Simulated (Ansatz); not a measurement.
Crystal: CdS (Hawleyite).

```xyz
2
Lattice="0.0000 2.9165 2.9165 2.9165 0.0000 2.9165 2.9165 2.9165 0.0000" Properties=species:S:1:pos:R:3 pbc="T T T"
Cd    0.0000    0.0000    0.0000
S     4.3748    4.3748    4.3748
```

Base run:

- Program: Ansatz 0.2.0
- Functional: BLYP
- Potentials or basis: Ansatz PAW
- Cutoff: 420 eV (not typed: the program's choice for these potentials)
- k mesh: 8 × 8 × 8
- Occupations: fermi-dirac, width 0.05 eV
- Spin: no spin polarisation

Its results: band gap on the k mesh 1.09 eV, direct; pressure 6.1 GPa.

Problem. After a change of settings the same cell gave: band gap on the k mesh 1.60 eV, direct; pressure 1.5 GPa. Which change was it?
A. functional from BLYP to B3LYP; k mesh from 8 × 8 × 8 to 4 × 4 × 4
B. functional from BLYP to revPBE
C. functional from BLYP to r2SCAN; cutoff from 420 eV (not typed: the program's choice for these potentials) to 500 eV (not typed: the program's choice for these potentials)
D. functional from BLYP to PBE; occupations from fermi-dirac, width 0.05 eV to gaussian, width 0.029 eV

Solution. C.

r2SCAN gives the wider gap, since meta-GGAs in the generalised Kohn-Sham scheme recover part of the derivative discontinuity.

Caveats: the PAW data sets come from PBE, with cores solved anew for the run's functional, which leaves a small shift of forces and pressure.
